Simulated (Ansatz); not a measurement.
# C: one input, then a changed one

The cell is COD entry 9008564, as deposited and not checked against the literature; nothing was relaxed. The listed cell was then made from it by scaling, straining or moving an atom.

First run: DFT, PBE, PAW with Ansatz's default frozen-core files, scalar-relativistic (Ansatz 0.2.0).

Command: `ansatz run input.yaml --threads 1 --pin off --max-ram 2048MiB --backend cpu --events-out ev --progress --plain --runs-dir out` The run took 20 s on 1 thread of Arm Neoverse V1, with other jobs on the host, peak memory 0.49 GiB.

```yaml
crystal:
  lattice:
    - [0.0, 1.7834, 1.7834]
    - [1.7834, 0.0, 1.7834]
    - [1.7834, 1.7834, 0.0]
  atoms:
    - { symbol: C, position: [0.5, 0.5, 0.5317197488] }
    - { symbol: C, position: [0.75, 0.75, 0.75] }
kpoints:
  mp_grid: { grid: [20, 20, 20] }
scf:
  occupations: { method: fermi_dirac, width: 0.08 }
hamiltonian:
  xc: pbe
  pseudopotentials: { kind: paw }
output:
  forces: true
  stress: true
  eigenvalues: true
  efg: { contact_densities: true }
  write_density: true
  write_potential: true
  elf: true
  volumetric_format: npy
```

Result: converged; pressure 3.99 GPa; largest force 2.974 eV/Å; gap on the k mesh 2.76 eV; 6 SCF iterations.

The input is then changed:

```diff
@@ -10,5 +10,6 @@
   mp_grid: { grid: [20, 20, 20] }
 scf:
-  occupations: { method: fermi_dirac, width: 0.08 }
+  occupations: { method: fermi_dirac, width: 0.025 }
+  mixing: { preconditioner: resta }
 hamiltonian:
   xc: pbe
@@ -19,7 +20,5 @@
   eigenvalues: true
   efg: { contact_densities: true }
-  write_density: true
-  write_potential: true
-  elf: true
-  volumetric_format: npy
+basis:
+  ecutwfc: "25.7 Ry"
```

What does the second run give?

It converged; energy at zero smearing +27.5 meV/atom from the first run; pressure 3.14 GPa; largest force 3.003 eV/Å; gap on the k mesh 2.77 eV; 6 SCF iterations. Some of these settings are too coarse for converged properties.
